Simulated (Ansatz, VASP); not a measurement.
# One calculation of Rh, two programs

```xyz
1
Lattice="0.0000 1.9206 1.9016 1.9206 0.0000 1.9016 1.9206 1.9206 0.0000" Properties=species:S:1:pos:R:3 pbc="T T T"
Rh    0.0000    0.0000    0.0000
```

Change from the starting cell: equal xx and yy strain of +1 %, crystal datasets.

Alike in both runs: task electric field gradients; functional PBE; k mesh 16 × 16 × 16; occupations fermi-dirac, width 0.08 eV; no spin polarisation.

```csv
,VASP,Ansatz
version,VASP 6.6.1,Ansatz 0.2.0
potentials or method,"VASP PAW PBE potentials, release 64 (Rh_pv), cutoff 520 eV","all-electron PAW with datasets made for the crystal, scalar-relativistic"
```

```tsv
	VASP	Ansatz	Ansatz less VASP
pressure (GPa)	0.7	0.6	-0.07
largest component of the traceless stress (GPa)	1.50	1.50	+0.004
Vzz of the field gradient on the site that differs most (V/Å²)	-0.9	-1.0	-0.16
```

Ansatz ran all-electron here, so the differences hold the error of VASP's frozen core and of both bases. Ansatz warned: «gradients_without_spin_orbit».
